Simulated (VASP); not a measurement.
# C in VASP 6.6.1, single-point calculation

INCAR

```
LCHARG = .FALSE.
GGA = RE
LWAVE = .FALSE.
LREAL = .FALSE.
NBANDS = 11
PREC = Accurate
ISMEAR = 0
ENCUT = 520
SIGMA = 0.01
NSW = 0
NELM = 120
LASPH = .TRUE.
ALGO = Normal
IBRION = -1
EDIFF = 1E-7
ISIF = 2
```

KPOINTS

```
KPOINTS created by Atomic Simulation Environment
0
Monkhorst-Pack
12 12 12
0 0 0
```

POSCAR

```
C
 1.0000000000000000
     0.0000000000000000    1.8157266254000000    1.7726397714000000
     1.8157266254000000    0.0000000000000000    1.7726397714000000
     1.8157266254000000    1.8157266254000000    0.0000000000000000
 C
   2
Cartesian
  0.0000000000000000  0.0000000000000000  0.0000000000000000
  0.9078633126999999  0.9078633126999999  0.8863198857000000
```

The recommended PBE PAW datasets give the neutral cell 8 valence electrons.

Command

```
mpirun -np 1 vasp_std
```

OSZICAR

```
N       E                     dE             d eps       ncg     rms          rms(c)
DAV:   1     0.124928810303E+01    0.12493E+01   -0.48317E+03 10620   0.721E+02
DAV:   2    -0.174966982790E+02   -0.18746E+02   -0.18061E+02 13544   0.121E+02
DAV:   3    -0.178890574019E+02   -0.39236E+00   -0.39114E+00 12026   0.135E+01
DAV:   4    -0.178897771733E+02   -0.71977E-03   -0.71975E-03 11039   0.707E-01
DAV:   5    -0.178897780389E+02   -0.86561E-06   -0.86561E-06 11798   0.235E-02    0.545E+00
DAV:   6    -0.174936165106E+02    0.39616E+00   -0.20278E-01 10533   0.315E+00    0.329E+00
DAV:   7    -0.173625958358E+02    0.13102E+00   -0.25860E-01 11094   0.362E+00    0.694E-01
DAV:   8    -0.173650884364E+02   -0.24926E-02   -0.83097E-03 10773   0.669E-01    0.532E-02
DAV:   9    -0.173651583914E+02   -0.69955E-04   -0.12473E-04 12606   0.886E-02    0.257E-02
DAV:  10    -0.173651878463E+02   -0.29455E-04   -0.28826E-05 11022   0.471E-02    0.523E-03
DAV:  11    -0.173651882645E+02   -0.41827E-06   -0.64474E-07 12681   0.718E-03    0.667E-04
DAV:  12    -0.173651881878E+02    0.76682E-07   -0.59075E-08 10941   0.238E-03
   1 F= -.17365188E+02 E0= -.17365188E+02  d E =-.243059E-17
```

Standard output (part)

```
POSCAR found type information on POSCAR C
 POSCAR found :  1 types and       2 ions
 LDA part: xc-table for (Slater+PW92), standard interpolation
 POSCAR, INCAR and KPOINTS ok, starting setup
 WAVECAR not read
 entering main loop
```

From OUTCAR

```
k-points           NKPTS =    468   k-points in BZ     NKDIM =    468   number of bands    NBANDS=     11

   NELECT =       8.0000    total number of electrons

   dimension x,y,z NGX =    20 NGY =   20 NGZ =   20
   dimension x,y,z NGXF=    40 NGYF=   40 NGZF=   40

  energy-cutoff  :      520.00
  volume of cell :       11.69
      direct lattice vectors                 reciprocal lattice vectors
     0.000000000  1.815726625  1.772639771    -0.275371850  0.275371850  0.282065205
     1.815726625  0.000000000  1.772639771     0.275371850 -0.275371850  0.282065205
     1.815726625  1.815726625  0.000000000     0.275371850  0.275371850 -0.282065205

 k-points in reciprocal lattice and weights: KPOINTS created by Atomic Simulation Env
   0.04166667  0.04166667  0.04166667       0.001
   0.12500000  0.04166667  0.04166667       0.002
   0.20833333  0.04166667  0.04166667       0.002
   0.29166667  0.04166667  0.04166667       0.002
   0.37500000  0.04166667  0.04166667       0.002
   0.45833333  0.04166667  0.04166667       0.002
  -0.45833333  0.04166667  0.04166667       0.002
  -0.37500000  0.04166667  0.04166667       0.002
   ...

 E-fermi :   9.5380

 k-point     1 :       0.0417    0.0417    0.0417
  band No.  band energies     occupation
      1     -11.6978      2.00000
      2       9.0022      2.00000
      3       9.1947      2.00000
      4       9.4845      2.00000
      5      14.8435      0.00000
      6      15.1174      0.00000
      7      15.1959      0.00000
      8      22.0414      0.00000
      9      28.4850      0.00000
     10      34.0984      0.00000
     11      34.9317      0.00000

 k-point     2 :       0.1250    0.0417    0.0417
  band No.  band energies     occupation
      1     -11.4445      2.00000
      2       7.7802      2.00000
      3       8.4211      2.00000
      4       9.2504      2.00000
      5      15.1568      0.00000
      6      15.6883      0.00000
      7      16.0953      0.00000
      8      22.2735      0.00000
      9      28.9005      0.00000
     10      32.2856      0.00000
     11      33.7777      0.00000

 k-point     3 :       0.2083    0.0417    0.0417
  band No.  band energies     occupation
      1     -10.8177      2.00000
      2       5.2418      2.00000
      3       7.6556      2.00000
      4       8.6418      2.00000
      5      15.9756      0.00000
      6      16.6415      0.00000
      7      17.0672      0.00000
      8      22.8202      0.00000
      9      29.5605      0.00000
     10      30.9837      0.00000
     11      32.5125      0.00000

 k-point     4 :       0.2917    0.0417    0.0417
  band No.  band energies     occupation
      1      -9.8279      2.00000
      2       2.4658      2.00000
      3       6.9873      2.00000
      4       7.9414      2.00000
      5      16.7829      0.00000
      6      17.3746      0.00000
      7      17.7071      0.00000
      8      23.5597      0.00000
      9      29.8812      0.00000
     10      30.8338      0.00000
     11      32.4098      0.00000

 k-point     5 :       0.3750    0.0417    0.0417
  band No.  band energies     occupation
      1      -8.5035      2.00000
      2      -0.2195      2.00000
      3       6.5223      2.00000
      4       7.3442      2.00000
      5      17.2591      0.00000
      6      17.7200      0.00000
      7      18.0509      0.00000
      8      24.2891      0.00000
      9      30.0670      0.00000
     10      31.8047      0.00000
     11      33.2820      0.00000

 ...

  Total       -0.9297085     -0.9297085      0.6087128      0.0000000      0.0000000     -0.0000000
  in kB     -127.4400668   -127.4400668     83.4394851      0.0000000      0.0000000     -0.0000000
  external PRESSURE =     -57.1468829 kB  Pullay stress =       0.0000000 kB

 POSITION                                       TOTAL-FORCE (eV/Angst)
 -----------------------------------------------------------------------------------
      0.00000      0.00000      0.00000        -0.000000     -0.000000      0.000000
      0.90786      0.90786      0.88632         0.000000      0.000000     -0.000000
 -----------------------------------------------------------------------------------
    total drift:                                0.000000      0.000000      0.000000

  FREE ENERGIE OF THE ION-ELECTRON SYSTEM (eV)
  ---------------------------------------------------
  free  energy   TOTEN  =       -17.3651881878 eV

  energy  without entropy=      -17.3651881878  energy(sigma->0) =      -17.36518819
```

It converged. Results: gap between bands v and c on the k mesh 3.73 eV; least direct gap on the k mesh 5.36 eV; pressure -5.7 GPa. Band v is the last that the valence electrons fill when counted band by band, and c is the next.

The shifted mesh misses Γ, so a band edge there is missed.

For comparison, a separate r²SCAN run of the intended cell, on usual settings and not on those above, gives a gap of 3.65 eV on its mesh and a pressure of -13.9 GPa.

The run above took about 40 s on one core of a shared host (Intel Xeon Platinum 8488C) and held 0.16 GiB at most.
